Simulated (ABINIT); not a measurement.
## BaS in ABINIT: the effect of potentials

Crystal: BaS.

```
Ba S
1.0
     0.00000    3.19375    3.19375
     3.19375    0.00000    3.19375
     3.19375    3.19375    0.00000
Ba S
1 1
Direct
  0.00000 0.00000 0.00000
  0.50000 0.50000 0.50000
```

Alike in all runs:

| Item | Value |
| --- | --- |
| Program | ABINIT 10.8.3 (patched build) |
| Task | band structure |
| Functional | r2SCAN |
| k mesh | 7 × 7 × 7 |
| Occupations | fermi-dirac, width 0.05 eV |
| Spin | no spin polarisation |

One run gave: gap on the mesh 2.53 eV; pressure 1.3 GPa. Which potentials did it use?
A. PseudoDojo NC SR PBE v0.4.1 standard
B. Ansatz PAW PBE default generated set, frozen core
C. SG15 NC PBE v1.2
D. JTH PAW PBE v2.0

D.

| potentials | cutoff | gap on the mesh (eV) | pressure (GPa) |
| --- | --- | --- | --- |
| Ansatz PAW PBE default generated set, frozen core | 490 eV | 2.61 | 0.8 |
| JTH PAW PBE v2.0 | 653 eV | 2.53 | 1.3 |
| SG15 NC PBE v1.2 | 980 eV | 2.62 | 0.7 |
| PseudoDojo NC SR PBE v0.4.1 standard | 844 eV | 2.55 | 0.7 |

Caveats: spin-orbit coupling is left out, which moves the levels of the heavy elements; the PAW data sets were made with another functional, which shifts forces and pressure a little (some runs); the potentials were made for another functional, which shifts forces and pressure (some runs); this set's barium file shifts pressures by 1.5 GPa and gaps by 0.1 eV against other sets (some runs); this set's barium file shifts pressures by 1 GPa against other sets (some runs).

A k mesh can miss the band edges.
